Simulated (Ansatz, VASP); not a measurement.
# AlSi11HO24 (Al-H pair in alpha-quartz) in two plane-wave programs

Wanted: the spread between two codes on one cell, functional and k mesh. The cell is taken from a series of runs on this material, whose earlier steps may have relaxed, scaled, displaced or heated it; both programs get it as it stands.

Method: plane waves, with VASP 6.6.1 beside it; single point at HSE06, in Ansatz 0.2.0.

**1. Starting point**

The cell holds 37 atoms: 11 Si, 24 O, 1 Al and 1 H. Cell: a = 7.452 Å, b = 7.452 Å, c = 10.037 Å, α = 70.3°, β = 70.3°, γ = 71.4°. It derives from SiO2 (SiO2 (P3_221)). Nearest the centre at fractional (0.355, 0.472, 0.482): O12 at 0.53 Å, Al36 at 1.35 Å, H37 at 1.66 Å, Si1 at 2.08 Å, O35 at 2.36 Å, O28 at 2.43 Å, O19 at 2.44 Å, O22 at 2.87 Å.

**2. VASP: single point, HSE06**

A single point gives forces, pressure and levels at one fixed geometry, so differences don't come from the geometry; what else differs is listed under the comparison.

Lines of VASP's logs that name or quote its potential files are left out, and so is its time.

The run reads the wave functions of an earlier VASP run, which isn't shown here.

Contents of INCAR:

```
SYSTEM = AlSi11HO24
PREC = Accurate
ENCUT = 520
EDIFF = 1E-06
NELM = 100
ISMEAR = -1
SIGMA = 0.01
LREAL = Auto
ALGO = Normal
LHFCALC = .TRUE.
AEXX = 0.25
GGA = PE
HFSCREEN = 0.208
LASPH = .TRUE.
NBANDS = 121
PRECFOCK = Fast
LORBIT = 11
LWAVE = .FALSE.
LCHARG = .FALSE.
ISIF = 2
```

Contents of POSCAR:

```
AlSi11HO24
1.0
   -2.5091692155      4.3460085660      5.5089740514
    5.0183384309      0.0000000000      5.5089740514
    5.0183384309      8.6920171319      0.0000000000
Si O Al H
11 24 1 1
Direct
    0.0753038593      0.5712305407      0.4474322466
    0.5782723309      0.0829139810      0.2161683457
    0.3963397008      0.9210038285      0.0494384867
    0.9036830289      0.4247204833      0.2738168932
    0.9904100793      0.9937111200      0.2614865571
    0.5040289851      0.5042646701      0.0034150440
    0.1021544046      0.5756640885      0.9422596632
    0.5919353954      0.0751107291      0.7151833332
    0.3959707508      0.9454310052      0.5456838588
    0.9065958684      0.4308285504      0.7846052754
    0.9956552516      0.0074452001      0.7666493986
    0.3079369674      0.4661007469      0.4547726003
    0.7976288729      0.9762813272      0.2324001887
    0.4336856689      0.0898743647      0.3784578549
    0.9523706441      0.5135649927      0.0987223226
    0.4412828615      0.6876691592      0.0727167618
    0.9476353331      0.1879592963      0.3130098947
    0.1647509269      0.9986512965      0.1140898696
    0.6848972709      0.5145230182      0.3477812223
    0.0534164126      0.4767947415      0.3344631282
    0.5160219193      0.9654267272      0.1377739674
    0.0547194704      0.8030120084      0.3894125944
    0.5666471396      0.3083258574      0.1256377772
    0.3242074906      0.4876328169      0.9569959232
    0.8167935579      0.9814390657      0.7253654874
    0.4508111033      0.0305178751      0.8794673349
    0.9377174493      0.5144577835      0.6088409135
    0.4150134055      0.7264755028      0.5500468793
    0.9291931434      0.1968775165      0.8315630654
    0.1746361014      0.0440682850      0.6234659054
    0.6877625580      0.5308551005      0.8625157621
    0.0675688376      0.4872114618      0.8284378419
    0.5491553065      0.9627440418      0.6198995118
    0.0654711193      0.8115708626      0.8869351205
    0.5556636783      0.3044875542      0.6450436300
    0.5057655319      0.5066678054      0.5077176884
    0.3740403039      0.3058187503      0.3991259722
```

Contents of KPOINTS:

```
Automatic mesh
0
Gamma
1 1 1
0 0 0
```

PAW data sets: Si, O, Al and H (PBE family, release 64).

Started as:

```
$ export OMP_NUM_THREADS=3
$ mpirun -np 1 vasp_gam
```

Numbers of over 12 decimals in the logs are rounded to 6 here.

What it wrote:

```text
[banner, memory and clock lines left out]
running    1 mpi-ranks, on    1 nodes
[...]
Offloading initialized ...    1 GPUs detected
[...]
LDA part: xc-table for (Slater+PW92), standard interpolation
 found WAVECAR, reading the header
 POSCAR, INCAR and KPOINTS ok, starting setup
[...]
reading WAVECAR
 the WAVECAR file was read successfully
 initial charge from wavefunction
 entering main loop
       N       E                     dE             d eps       ncg     rms          rms(c)
DAV:   1    -0.350923765441E+03   -0.35092E+03   -0.58568E+00   276   0.870E+00    0.129E+01
DAV:   2    -0.350968468712E+03   -0.44703E-01   -0.22007E-01   292   0.143E+00    0.967E+00
DAV:   3    -0.350950394754E+03    0.18074E-01   -0.18730E-02   292   0.405E-01    0.607E+00
DAV:   4    -0.350946307889E+03    0.40869E-02   -0.61675E-03   284   0.215E-01    0.359E+00
[...]
DAV:   9    -0.350944511796E+03    0.91381E-05   -0.75406E-06   284   0.112E-02    0.228E-01
DAV:  10    -0.350944510243E+03    0.15528E-05   -0.22988E-06   188   0.672E-03    0.132E-01
DAV:  11    -0.350944510497E+03   -0.25407E-06   -0.12328E-06   188   0.511E-03
   1 F= -.35094451E+03 E0= -.35094451E+03  d E =-.154754E-10
```

From OUTCAR (step 2):

```text
  Total       -4.6707680     -1.2288272     -2.0114574     -0.1949195     -1.7951219     -6.0171597
  in kB      -15.5710407     -4.0965680     -6.7056393     -0.6498074     -5.9844369    -20.0595356
  external PRESSURE =      -8.7910827 kB  Pullay stress =       0.0000000 kB

 POSITION                                       TOTAL-FORCE (eV/Angst)
 -----------------------------------------------------------------------------------
      4.92304      4.21636      3.56174        -0.855948      0.891710      0.475439
      0.04991      4.39212      3.64246        -0.990206     -0.612812      0.587084
      3.87552      2.15222      7.25721        -0.057396     -0.122270     -0.157404
      1.23800      6.30744      7.31814         0.175560      0.093506      0.118748
      3.81390      6.57718     10.93047        -0.096693      0.332588     -0.008277
      1.28301      2.22020      5.55466         0.088647     -0.167103      0.129859
      7.36113      8.63410      3.73408        -0.042947     -0.045523     -0.069415
      2.48070      8.78894      3.67474         0.139200     -0.004633      0.186381
      6.48936      6.46399      7.38975         0.209830      1.000784     -0.851734
      3.82466     10.75988      7.36784        -0.138363     -0.224533      0.191105
      1.38640     10.99086      5.52605         0.083606      0.011369     -0.035541
      3.84859      5.29119      4.26415        -3.397184     -0.552955     -1.388010
      4.06419      5.48653      9.77243         0.254746     -0.167563     -0.211399
      1.26206      5.17436      2.88428         1.363334     -0.311811      0.802638
[...]
-----------------------------------------------------------------------------------
    total drift:                               -0.023346      0.007590     -0.019353

  FREE ENERGIE OF THE ION-ELECTRON SYSTEM (eV)
  ---------------------------------------------------
  free  energy   TOTEN  =      -350.9445104968 eV

  energy  without entropy=     -350.9445104968  energy(sigma->0) =     -350.94451050

[... 3 further parts left out ...]
[key lines of the parts left out:]
E-fermi :  -0.1688
```

The run ends at a pressure of -0.88 GPa, with forces up to 3.7 eV/Å.

(Continued in part 2 of 2.)

[Lines on the potential files, build, host, timing and source positions are cut from VASP's logs without a mark.]

[Logs are printed without paths, hosts, clocks, repeated set-up lines and the standing remarks that a program may print on its own settings, such as how far it seeks lower states.]

[Hosts, paths, dates, database ids (printed as entryN), source tags and the programs' standing remarks are cut or masked in the printed files.]
